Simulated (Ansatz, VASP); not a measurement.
**Two plane-wave programs on CdTe**

```
Cd Te
1.0
     4.63621    0.00000    0.00000
     2.31810    4.01508    0.00000
     2.31810    1.33836    3.78545
Cd Te
1 1
Direct
  0.00000 0.00000 0.00000
  0.25000 0.25000 0.25000
```

Alike in both runs: functional r2SCAN; k mesh 6 × 6 × 6; no spin polarisation.

Ansatz relaxed the structure, and its values are those at the end. VASP's run is a single point on that final structure, the one shown.

```csv
,VASP,Ansatz
version,VASP 6.6.1,Ansatz 0.2.0
potentials or method,"VASP PAW PBE potentials, release 64 (Cd, Te)","plane waves, PAW"
plane-wave cutoff (eV),520,510
occupations,"gaussian, width 0.01 eV",fixed
valence electrons in the cell,18,36
```

```tsv
	VASP	Ansatz	Ansatz less VASP
pressure (GPa)	0.1	0.0	-0.11
```

The two sets of potentials don't hold the same shells in valence.

Caveats: the PAW data sets were made with another functional, which shifts forces and pressure a little (VASP).
